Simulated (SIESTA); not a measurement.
**Si under changes of volume**

One of the cells (20.126 Å³/atom); the others are scaled copies at fixed shape and fractional positions:

```
CELL_PARAMETERS angstrom
3.83132 0.00000 0.00000
-1.91566 3.31802 0.00000
0.00000 0.00000 6.33262
ATOMIC_POSITIONS crystal
Si 0.66667 0.33333 0.93699
Si 0.33333 0.66667 0.43699
Si 0.66667 0.33333 0.56301
Si 0.33333 0.66667 0.06301
```

This isn't the form of Si at room conditions, which is diamond.

* Program: SIESTA 5.4.2
* Functional: LDA
* Potentials or basis: PseudoDojo 0.4 standard (LDA files)
* Basis: DZP (energy shift 0.003 Ry)
* Grid cutoff: 500 Ry
* Energy shift: 0.003 Ry
* k mesh: 8 × 8 × 4
* Occupations: fermi-dirac, width 0.05 eV
* Spin: no spin polarisation

```tsv
volume (Å³/atom)	energy over the lowest point (meV/atom)	pressure (GPa)	gap on the mesh (eV)	largest force (eV/Å)
18.918	14.91	5.3	0.23	0.015
19.321	4.68	2.9	0.28	0.004
19.723	0.00	0.8	0.32	0.005
20.126	0.31	-1.0	0.36	0.013
20.528	5.12	-2.7	0.39	0.021
20.931	?	?	?	?
21.333	26.50	-5.7	0.46	0.035
```

Q: What does the run at 20.931 Å³/atom give?

A: Energy over the lowest point 13.98 meV/atom; pressure -4.3 GPa; gap on the mesh 0.42 eV; largest force 0.028 eV/Å.

Worked out: A Birch-Murnaghan fit of order 3 (a polynomial in V^(-2/3)) to the other rows has its minimum at 19.90 Å³/atom with B0 = V·E''(V) = 94 GPa and B' = 4.1 at fixed shape and positions, which overstates the stiffness. It gives 13.99 meV/atom at 20.931 Å³/atom, against the run's 13.98, and -dE/dV = -4.3 GPa, against -4.3. A straight line through the other rows of the gap, of slope 1.89 eV per unit of ln V, gives 0.43 eV, against the run's 0.42.

Energies are extrapolated to zero smearing.

Caveats: the basis of atomic orbitals isn't converged, which shifts pressures, moduli and gaps.

A mesh can miss the band edges.
